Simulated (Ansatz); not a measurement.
# C2H6O2: the cost of one run

Program: Ansatz 0.2.0. Level of theory: the levels named in each step. These are calculated values, not measurements.

## 1. The starting structure

Bond lengths: O1–C2 1.405 Å, C2–C3 1.536 Å, C3–O4 1.405 Å, O1–H5 0.964 Å, C2–H6 1.094 Å, C2–H7 1.099 Å, C3–H8 1.094 Å, C3–H9 1.099 Å, O4–H10 0.964 Å. Angles: O1–C2–C3 112.3°, O1–C2–H6 105.6°, O1–C2–H7 111.2°, C3–C2–H6 109.9°, C3–C2–H7 109.2°, H6–C2–H7 108.4°, C2–O1–H5 109.0°, C2–C3–O4 112.3°, C2–C3–H8 109.9°, C2–C3–H9 109.2°, O4–C3–H8 105.6°, O4–C3–H9 111.2°, H8–C3–H9 108.4°, C3–O4–H10 109.0°.

Structure file:

```xyz
10

O     1.7409   -0.3738    0.4633
C     0.5159   -0.5301   -0.2071
C    -0.5159    0.5301    0.2071
O    -1.7409    0.3738   -0.4633
H     2.1108    0.4887    0.2442
H     0.1568   -1.5272    0.0659
H     0.6515   -0.4960   -1.2976
H    -0.1568    1.5272   -0.0659
H    -0.6515    0.4960    1.2976
H    -2.1108   -0.4887   -0.2442
```

## 2. A rough first relaxation, PBE-D4/def2-SVP

This run stands in another session on the same molecule. It ended at:

```xyz
10

O     1.7472   -0.3671    0.4958
C     0.5268   -0.5206   -0.2011
C    -0.5268    0.5206    0.2011
O    -1.7472    0.3671   -0.4958
H     2.1286    0.4894    0.2274
H     0.1489   -1.5368    0.0537
H     0.6457   -0.4977   -1.3134
H    -0.1489    1.5368   -0.0537
H    -0.6457    0.4977    1.3134
H    -2.1286   -0.4894   -0.2274
```

## 3. Relaxation, HF/STO-3G

input.yaml

```yaml
crystal:
  periodic: [false, false, false]
  atoms:
    - { symbol: O, position_ang: [1.74724902, -0.36711641, 0.49577427] }
    - { symbol: C, position_ang: [0.52677828, -0.5206071, -0.20108235] }
    - { symbol: C, position_ang: [-0.52677828, 0.5206071, 0.20108235] }
    - { symbol: O, position_ang: [-1.74724902, 0.36711641, -0.49577427] }
    - { symbol: H, position_ang: [2.12863723, 0.48938052, 0.22736463] }
    - { symbol: H, position_ang: [0.1488891, -1.53682037, 0.05368498] }
    - { symbol: H, position_ang: [0.64566237, -0.49772154, -1.31338504] }
    - { symbol: H, position_ang: [-0.1488891, 1.53682037, -0.05368498] }
    - { symbol: H, position_ang: [-0.64566237, 0.49772154, 1.31338504] }
    - { symbol: H, position_ang: [-2.12863723, -0.48938052, -0.22736463] }
basis:
  gaussian: { orbitals: STO-3G }
hamiltonian:
  xc: hf
relax:
  f_tol: 0.002
  max_steps: 150
```

On the command line:

```
$ ansatz run input.yaml --threads 4 --pin off --max-ram 10240MiB --backend cpu --events-out ev --progress --plain --runs-dir out
```

Q: Estimate wall time and peak memory on 4 threads of Intel Xeon at 2.50GHz (Skylake/Cascade Lake), shared host.

About 3.6 s, with a peak of 0.1 GiB.
